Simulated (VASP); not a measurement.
VASP 6.6.1 run: SnSe

INCAR

```
ISYM = -1
NELM = 77
LREAL = .FALSE.
NSW = 0
ISMEAR = -1
LWAVE = .FALSE.
ISIF = 2
EDIFF = 1E-7
METAGGA = MBJ
LASPH = .TRUE.
ENCUT = 500
IBRION = -1
PREC = Accurate
SIGMA = 0.02
NBANDS = 17
LCHARG = .FALSE.
```

KPOINTS

```
KPOINTS created by Atomic Simulation Environment
0
Gamma
4 4 4
0 0 0
```

POSCAR

```
Sn Se
 1.0000000000000000
     0.0000000000000000    2.8983277001999999    2.8983277001999999
     2.8983277001999999    0.0000000000000000    2.8983277001999999
     2.8983277001999999    2.8983277001999999    0.0000000000000000
 Sn  Se
   1   1
Cartesian
  0.0000000000000000  0.0000000000000000  0.0000000000000000
  2.8983277001999999  2.8983277001999999  2.8983277001999999
```

The recommended PBE PAW datasets give the neutral cell 20 valence electrons.

Command

```
mpirun -np 1 vasp_std
```

OSZICAR

```
N       E                     dE             d eps       ncg     rms          rms(c)
DAV:   1     0.552817341695E+03    0.55282E+03   -0.93812E+03  2221   0.142E+03
DAV:   2     0.427673128707E+03   -0.12514E+03   -0.12112E+03  2426   0.347E+02
DAV:   3     0.416856472745E+03   -0.10817E+02   -0.10757E+02  2627   0.880E+01
DAV:   4     0.416590890008E+03   -0.26558E+00   -0.26542E+00  2759   0.143E+01
DAV:   5     0.416581474059E+03   -0.94159E-02   -0.94154E-02  3143   0.252E+00    0.885E+00
DAV:   6     0.417128400574E+03    0.54693E+00   -0.57410E+00  2715   0.327E+01    0.546E+00
DAV:   7     0.417643096329E+03    0.51470E+00   -0.53797E-01  2737   0.780E+00    0.359E+00
DAV:   8     0.417921609304E+03    0.27851E+00   -0.17909E-01  2999   0.455E+00    0.165E+00
DAV:   9     0.418190748844E+03    0.26914E+00   -0.20305E-02  2454   0.103E+00    0.410E-01
DAV:  10     0.418228108473E+03    0.37360E-01   -0.18331E-02  3112   0.209E+00    0.104E-01
...
DAV:  26     0.418196332054E+03   -0.27565E-05   -0.17048E-10  1248   0.123E-04    0.190E-05
DAV:  27     0.418196329527E+03   -0.25276E-05   -0.82403E-11  1230   0.709E-05    0.107E-05
DAV:  28     0.418196328431E+03   -0.10957E-05   -0.49158E-11  1228   0.580E-05    0.138E-05
DAV:  29     0.418196327643E+03   -0.78818E-06   -0.29336E-11  1213   0.362E-05    0.121E-05
DAV:  30     0.418196325708E+03   -0.19345E-05   -0.21882E-11  1202   0.423E-05    0.126E-05
DAV:  31     0.418196326793E+03    0.10848E-05   -0.12747E-11  1202   0.245E-05    0.312E-06
DAV:  32     0.418196326311E+03   -0.48247E-06   -0.70286E-12  1201   0.169E-05    0.164E-06
DAV:  33     0.418196326609E+03    0.29868E-06   -0.29853E-12  1199   0.105E-05    0.123E-06
DAV:  34     0.418196326679E+03    0.69959E-07   -0.31825E-12  1186   0.702E-06
   1 F= 0.41819633E+03 E0= 0.41819633E+03  d E =-.985206E-10
```

Standard output (part)

```
POSCAR found type information on POSCAR SnSe
 POSCAR found :  2 types and       2 ions
 LDA part: xc-table for (None), standard interpolation
 POSCAR, INCAR and KPOINTS ok, starting setup
 WAVECAR not read
 entering main loop
```

It converged. Results: gap between bands v and c on the k mesh 0.83 eV; least direct gap on the k mesh 0.83 eV. Band v is the last that the valence electrons fill when counted band by band, and c is the next.

The MBJ potential has no energy functional, so only its levels carry meaning.

For comparison, a separate PBE run of the intended cell, on usual settings and not on those above, gives a gap of 0.72 eV on its mesh and a pressure of 8.5 GPa.

The run above took about 2.7 min on one core of a shared host (Intel Xeon Platinum 8488C) and held 0.21 GiB at most.
